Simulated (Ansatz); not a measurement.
# TiPbO3, space group Pm-3m: a run that restarts from a saved state

Computed with the Python package of Ansatz (0.2.0).

Interactive session:
```pycon
>>> import warnings
>>> import ansatz as az
>>> warnings.simplefilter('ignore', az.DeckWarning)
>>> lattice = az.Lattice.of(
...     (3.9639, 0.0, 0.0),
...     (0.0, 3.9639, 0.0),
...     (0.0, 0.0, 3.9639),
... )
>>> sites = [
...     ('Ti', (0.5, 0.5, 0.5)),
...     ('Pb', (0.0, 0.0, 0.0)),
...     ('O', (0.0, 0.5, 0.5)),
...     ('O', (0.5, 0.0, 0.5)),
...     ('O', (0.5, 0.5, 0.0)),
... ]
>>> system = az.Crystal(lattice=lattice)
>>> for symbol, position in sites:
...     system = system.atom(symbol, position)
...
>>> calc = (
...     system.calculation()
...     .functional('pbe')
...     .occupations(az.OccupationsMethod.FIXED)
... )
>>> coarse = calc.kpoints(*(3, 3, 3)).checkpoint(write='state').run(threads=1).report

>>> warm = calc.kpoints(*(6, 6, 6)).checkpoint(read='state').run(threads=1).report
>>> cold = calc.kpoints(*(6, 6, 6)).run(threads=1).report
>>> for label, data in (('coarse', coarse), ('fine, from the saved density', warm), ('fine, fresh start', cold)):
...     print(f'{label:30s} F = {data["free_energy_ev"]:.5f} eV  iterations {data["n_iterations"]}')
...
coarse                         F = -16112.25310 eV  iterations 6
fine, from the saved density   F = -16112.33749 eV  iterations 6
fine, fresh start              F = -16112.33749 eV  iterations 6
```

Notes:
- Absolute energies stand on the zero of these potentials, so only differences at equal settings mean something. A total without «per atom» is that of the cell as typed.
- Spin is left out of this run.
- Of the deposited cell: it was measured well above room temperature.
- Spin-orbit coupling, which matters for elements this heavy, is left out.
- The starting cell is as deposited in a crystallographic database; the results hold for this polymorph, which needn't be the stable one.
- Wall time of the script: 6.1 s on 1 thread of Intel(R) Xeon(R) Platinum 8259CL CPU @ 2.50GHz (Skylake/Cascade Lake), on a shared host, peak memory 0.42 GiB.

(Lines on the test bed's own set-up are left out of the output.)
